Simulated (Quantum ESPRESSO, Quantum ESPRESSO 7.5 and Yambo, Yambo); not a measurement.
# A GW chain in Yambo: RbBr (Fm-3m)

How does a plane-wave GW calculation on RbBr (Fm-3m) run from the first input to the gap?

Program: Quantum ESPRESSO 7.5 and Yambo 5.3.0. Level of theory: PBE and many-body steps on it, plane waves. Results are calculated unless marked as measured.

Most raw output is cut from this account.

The database entry behind the starting cell differs from later determinations by our own check (about 0.5 % short), so it need not match the best structure at ambient conditions.

## 1. The starting structure

The structure is cubic, space group Fm-3m (No. 225). Conventional cell: a = 6.854 Å, b = 6.854 Å, c = 6.854 Å, α = 90.00°, β = 90.00°, γ = 90.00°. Rb has 6 Br at 3.43 Å nearest. Nearest to Br lie 6 Rb at 3.43 Å. Farther neighbours and most contacts between anions are not listed.

The cell and positions come from the Crystallography Open Database and are kept as given unless a step says otherwise.

## 2. Ground state

This step: Quantum ESPRESSO 7.5; DFT, PBE, plane waves, norm-conserving pseudopotentials.

The ground-state density comes first.

The input, pw.in:

```
&control
  calculation = 'scf'
  prefix = 'x'
  outdir = 'o'
  pseudo_dir = 'pseudo'
/
&system
  ibrav = 0
  nat = 2
  ntyp = 2
  ecutwfc = 76.0
  nbnd = 18
  force_symmorphic = .true.
/
&electrons
  conv_thr = 1e-10
  electron_maxstep = 80
  mixing_beta = 0.5
/
ATOMIC_SPECIES
  Rb 85.468 Rb.upf
  Br 79.904 Br.upf
CELL_PARAMETERS angstrom
  0.0000000000 3.4270000000 3.4270000000
  3.4270000000 0.0000000000 3.4270000000
  3.4270000000 3.4270000000 -0.0000000000
ATOMIC_POSITIONS crystal
  Rb 0.0000000000 0.0000000000 0.0000000000
  Br 0.5000000000 0.5000000000 0.5000000000
K_POINTS automatic
  6 6 6 0 0 0
```

Started as:

```
OMP_NUM_THREADS=1 mpirun -n 4 pw.x -nk 4 -in pw.in > pw.out
```

Wall time 13 s (4 MPI ranks of Arm Neoverse V1, shared host); peak memory 0.33 GiB; 51 s of CPU time.

This step gave:

```
total energy               : -4424.0687 eV
gap                        : 4.364 eV
k of the valence top       : 0, 0, 0
k of the conduction bottom : 0, 0, 0
least direct gap           : 4.364 eV
```

The gap is direct, at Γ.

## 3. Bands along the symmetry lines

Levels along a band path, at the cheap level, show where the edges lie and whether the meshes to come will hold them.

The input, pw.in:

```
&control
  calculation = 'bands'
  prefix = 'x'
  outdir = 'o'
  pseudo_dir = 'pseudo'
/
&system
  ibrav = 0
  nat = 2
  ntyp = 2
  ecutwfc = 76.0
  nbnd = 19
  force_symmorphic = .true.
/
&electrons
  conv_thr = 1e-9
  electron_maxstep = 80
  diago_full_acc = .true.
  diago_thr_init = 5e-6
/
ATOMIC_SPECIES
  Rb 85.468 Rb.upf
  Br 79.904 Br.upf
CELL_PARAMETERS angstrom
  0.0000000000 3.4270000000 3.4270000000
  3.4270000000 0.0000000000 3.4270000000
  3.4270000000 3.4270000000 -0.0000000000
ATOMIC_POSITIONS crystal
  Rb 0.0000000000 0.0000000000 0.0000000000
  Br 0.5000000000 0.5000000000 0.5000000000
K_POINTS crystal
  50
  0.00000000 0.00000000 0.00000000 1
  0.06250000 0.00000000 0.06250000 1
  0.12500000 0.00000000 0.12500000 1
  0.18750000 0.00000000 0.18750000 1
  0.25000000 0.00000000 0.25000000 1
  0.31250000 0.00000000 0.31250000 1
  0.37500000 0.00000000 0.37500000 1
  0.43750000 0.00000000 0.43750000 1
  0.50000000 0.00000000 0.50000000 1
  0.51562500 0.03125000 0.51562500 1
  0.53125000 0.06250000 0.53125000 1
  0.54687500 0.09375000 0.54687500 1
  0.56250000 0.12500000 0.56250000 1
  0.57812500 0.15625000 0.57812500 1
  0.59375000 0.18750000 0.59375000 1
  0.60937500 0.21875000 0.60937500 1
  0.62500000 0.25000000 0.62500000 1
  0.37500000 0.37500000 0.75000000 1
  0.32812500 0.32812500 0.65625000 1
  0.28125000 0.28125000 0.56250000 1
  0.23437500 0.23437500 0.46875000 1
  0.18750000 0.18750000 0.37500000 1
  0.14062500 0.14062500 0.28125000 1
  0.09375000 0.09375000 0.18750000 1
  0.04687500 0.04687500 0.09375000 1
  0.00000000 0.00000000 0.00000000 1
  0.06250000 0.06250000 0.06250000 1
  0.12500000 0.12500000 0.12500000 1
  0.18750000 0.18750000 0.18750000 1
  0.25000000 0.25000000 0.25000000 1
  0.31250000 0.31250000 0.31250000 1
  0.37500000 0.37500000 0.37500000 1
  0.43750000 0.43750000 0.43750000 1
  0.50000000 0.50000000 0.50000000 1
  0.50000000 0.46875000 0.53125000 1
  0.50000000 0.43750000 0.56250000 1
  0.50000000 0.40625000 0.59375000 1
  0.50000000 0.37500000 0.62500000 1
  0.50000000 0.34375000 0.65625000 1
  0.50000000 0.31250000 0.68750000 1
  0.50000000 0.28125000 0.71875000 1
  0.50000000 0.25000000 0.75000000 1
  0.50000000 0.21875000 0.71875000 1
  0.50000000 0.18750000 0.68750000 1
  0.50000000 0.15625000 0.65625000 1
  0.50000000 0.12500000 0.62500000 1
  0.50000000 0.09375000 0.59375000 1
  0.50000000 0.06250000 0.56250000 1
  0.50000000 0.03125000 0.53125000 1
  0.50000000 0.00000000 0.50000000 1
```

Run time: 12 s. Hardware: 4 MPI ranks; peak memory 0.27 GiB.

Numbers from this step:

```yaml
gap: 4.364 eV
k_of_the_valence_top: 0, 0, 0
k_of_the_conduction_bottom: 0, 0, 0
least_direct_gap: 4.364 eV
```

The gap is 4.364 eV, as in the run before at this level.

Electronic bands along the path, in eV, zero at the top of the highest filled band:

```
    point  band 10  band 11  band 12  band 13  band 14  band 15  band 16  band 17
        Γ    -8.49     0.00     0.00     0.00     4.36     7.29     7.29     7.29
  halfway    -8.49    -0.60    -0.10    -0.10     5.72     6.25     8.62     8.76
        X    -8.57    -0.47    -0.16    -0.16     5.62     7.13     9.20     9.21
  halfway    -8.55    -0.46    -0.26    -0.19     5.82     7.40     8.82     9.28
        U    -8.52    -0.49    -0.41    -0.26     6.35     8.13     8.16     8.87
jump to K    -8.52    -0.49    -0.41    -0.26     6.35     8.13     8.16     8.87
  halfway    -8.46    -0.67    -0.28    -0.15     6.03     6.99     8.06     8.81
        Γ    -8.49     0.00     0.00     0.00     4.36     7.29     7.29     7.29
  halfway    -8.47    -0.56    -0.18    -0.18     5.63     7.15     8.01     8.01
        L    -8.45    -0.99    -0.35    -0.35     6.82     7.72     9.49     9.49
  halfway    -8.47    -0.76    -0.35    -0.33     6.98     7.42     8.88     9.00
        W    -8.48    -0.49    -0.35    -0.35     7.09     7.09     8.27     8.62
  halfway    -8.52    -0.44    -0.33    -0.22     6.02     7.60     8.43     9.14
        X    -8.57    -0.47    -0.16    -0.16     5.62     7.13     9.20     9.21
```

## 4. Empty states on the mesh, 4×4×4 mesh, 149 bands

The sums over transitions need many empty states on a uniform mesh; this step solves for them.

The input, pw.in:

```
&control
  calculation = 'nscf'
  prefix = 'x'
  outdir = 'o'
  pseudo_dir = 'pseudo'
/
&system
  ibrav = 0
  nat = 2
  ntyp = 2
  ecutwfc = 76.0
  nbnd = 149
  force_symmorphic = .true.
/
&electrons
  conv_thr = 1e-9
  electron_maxstep = 80
  diago_full_acc = .true.
  diago_thr_init = 5e-6
/
ATOMIC_SPECIES
  Rb 85.468 Rb.upf
  Br 79.904 Br.upf
CELL_PARAMETERS angstrom
  0.0000000000 3.4270000000 3.4270000000
  3.4270000000 0.0000000000 3.4270000000
  3.4270000000 3.4270000000 -0.0000000000
ATOMIC_POSITIONS crystal
  Rb 0.0000000000 0.0000000000 0.0000000000
  Br 0.5000000000 0.5000000000 0.5000000000
K_POINTS automatic
  4 4 4 0 0 0
```

It took 19 s on 4 MPI ranks; peak memory 0.53 GiB.

Numbers from this step:

* gap: 4.364 eV
* k of the valence top: 0, 0, 0
* k of the conduction bottom: 0, 0, 0
* least direct gap: 4.364 eV
* k points computed: 8
* lowest point of the top converged band, above the valence top: 78.2619 eV

On this mesh the gap is 4.364 eV.

## 5. Conversion and set-up

This step: Yambo 5.3.0; conversion and set-up on PBE, plane waves, norm-conserving pseudopotentials.

The states are converted to the many-body program's format and the q mesh is built.

Started as:

```
(cd o/x.save; p2y > p2y.log; mv SAVE ../..); yambo > setup.log
```

Elapsed: 3.2 s, on 1 MPI rank; peak memory 0.26 GiB.

## 6. Screening and self-energy, 4×4×4 mesh, 149 bands, screening to 156.5 eV

G0W0 replaces the xc potential by the self-energy, built once from these orbitals. Only a window of levels is corrected, while the sums run over the empty bands that the input names.

This step: G0W0 on PBE, plane waves, norm-conserving pseudopotentials.

The input, gw1.in:

```
HF_and_locXC
gw0
dyson
ppa
em1d
rim_cut
RandQpts= 1000000
RandGvec= 1 RL
EXXRLvcs= 76 Ry
VXCRLvcs= 304 Ry
Chimod= "HARTREE"
% BndsRnXp
 1 | 149 |
%
NGsBlkXp= 11.5 Ry
% LongDrXp
 1 | 1 | 1 |
%
% GbndRnge
 1 | 149 |
%
DysSolver= "n"
ExtendOut
PPAPntXp= 27.21138 eV
% QPkrange
 1 | 1 | 12 | 15 |
%
```

Started as:

```
OMP_NUM_THREADS=1 mpirun -n 4 yambo -F gw1.in -J gw1 -C gw1 > gw1.log
```

Wall time 3.1 min (4 MPI ranks); peak memory 1.9 GiB.

Numbers from this step:

| Property | Result |
| --- | --- |
| G0W0 gap on the points computed | 7.531 eV |
| starting gap on the mesh | 4.364 eV |
| k of the valence top | 0, 0, 0 |
| k of the conduction bottom | 0, 0, 0 |
| least direct G0W0 gap on the computed points | 7.531 eV |
| Z at the valence top | 0.8263 |
| Z at the conduction bottom | 0.8767 |

The gap on the mesh goes from 4.36 eV to 7.53 eV, a correction of +3.17 eV.

Limits: finite bands, cutoff and mesh; no spin-orbit coupling. v1 is the top filled band, c1 the lowest empty one. The levels before and after the correction (eV, zero at the valence-band top of each column):

```
           conduction bottom  valence top
Kohn-Sham               4.36         0.00
     G0W0               7.53         0.00
```

```csv
,level,energy (eV)
Kohn-Sham,Γ v2-v1,0.000
Kohn-Sham,Γ c1,4.364
Kohn-Sham,Γ c2,7.287
G0W0,Γ v2-v1,0.000
G0W0,Γ c1,7.531
G0W0,Γ c2,11.092
```

## 7. Where the time went

Times are wall times on the hardware named with each run, good to a factor of about two.

| step | time | share | memory (GiB) |
| --- | --- | --- | --- |
| ground state | 13 s | 5 % | 0.33 |
| bands along the symmetry lines | 12 s | 5 % | 0.27 |
| empty states on the mesh | 19 s | 8 % | 0.53 |
| conversion and set-up | 3.2 s | 1 % | 0.26 |
| screening and self-energy | 3.1 min | 80 % | 1.9 |

## 8. Results

* PBE gap: 4.36 eV, direct
* G0W0 gap on the mesh: 7.53 eV
* GW settings: 4×4×4 mesh, 149 bands, screening to 156.5 eV, Godby-Needs plasmon pole
* known limits: not at the basis limit; no spin-orbit coupling

What this shows: G0W0 moves the gap on the mesh from 4.36 eV to 7.53 eV (+3.17 eV), with Z of 0.83 and 0.88 at the edges. Only 1 of the mesh's irreducible points was corrected, so a valley elsewhere could overtake. The dearest step here is «screening and self-energy». Bands and cutoff are finite, so the gap is not at the basis limit. The miss can reach some tenths of an eV and take either sign; the mesh is an error of its own. In the G0W0 run levels were corrected at 1 k point alone, so a gap called «on the mesh» is the least over those, and an edge elsewhere would be missed. The many-body steps are scalar-relativistic: spin-orbit coupling is not in them.

[Paths, hosts, dates, memory and timing lines, banners, echoed tables and standing remarks are left out of the program output.]

[Logs are printed without paths, hosts, clocks, repeated set-up lines and the standing remarks that a program may print on its own settings, such as how far it seeks lower states.]

[Runs of the session that timed out or met a known fault of the program may be left out.]

[Hosts, paths, dates, database ids (printed as entryN), source tags and the programs' standing remarks are cut or masked in the printed files.]
